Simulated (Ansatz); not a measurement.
Runs of Ansatz 0.2.0 on ZrC. The structure is cubic, space group Fm-3m (No. 225). Conventional cell: a = 4.730 Å, b = 4.730 Å, c = 4.730 Å, α = 90.00°, β = 90.00°, γ = 90.00°. Zr (site symmetry m-3m) is surrounded by 6 C at 2.37 Å. Around C (site symmetry m-3m) lie 6 Zr at 2.37 Å. 

```tsv
level	U	hubbard projectors	double counting	gap on the mesh (eV)	pressure (GPa)	relaxed volume (Å³/atom)
PBEsol+U	Zr d U = 4 eV	ortho-atomic (the default)	fll (the default)	none	0.0	13.06
PBEsol	-	-	-	none	0.0	12.72
PBEsol+U	Zr d U = 2 eV	ortho-atomic (the default)	fll (the default)	none	0.0	12.88
PBEsol+U	Zr d U = 8 eV	ortho-atomic (the default)	fll (the default)	none	0.0	(b)
PBEsol+U	Zr d U = 1 eV	ortho-atomic (the default)	fll (the default)	none	0.0	(a)
PBEsol+U	Zr d U = 6 eV	ortho-atomic (the default)	fll (the default)	none	0.0	13.29
PBEsol+U	Zr d U = 3 eV	ortho-atomic (the default)	fll (the default)	none	0.0	12.97
PBEsol+U	Zr d U = 5 eV	ortho-atomic (the default)	fll (the default)	none	0.0	13.17
```

Alike in all rows: task relaxation of cell and atoms; potentials or basis Ansatz PAW; no spin polarisation; cell relaxed; k mesh 10 × 10 × 10; cutoff (eV) 420; smearing fermi-dirac 0.05 eV.

Problem. Fill in the values left out.

Solution. (a) 12.80; (b) 13.58.

Caveats: the plane-wave basis is chosen anew once the cell has moved, so the energies of steps on either side of that aren't comparable; the PAW data sets come from PBE, with cores solved anew for the run's functional, which leaves a small shift of forces and pressure; U without spin polarisation on a metal has little footing (some runs); the U is typed as a test and isn't derived for this compound (some runs).

A k mesh can miss the band edges, and the runs leave out spin-orbit coupling on Zr.

A gap of «none» marks a metal or a gap under the smearing width.
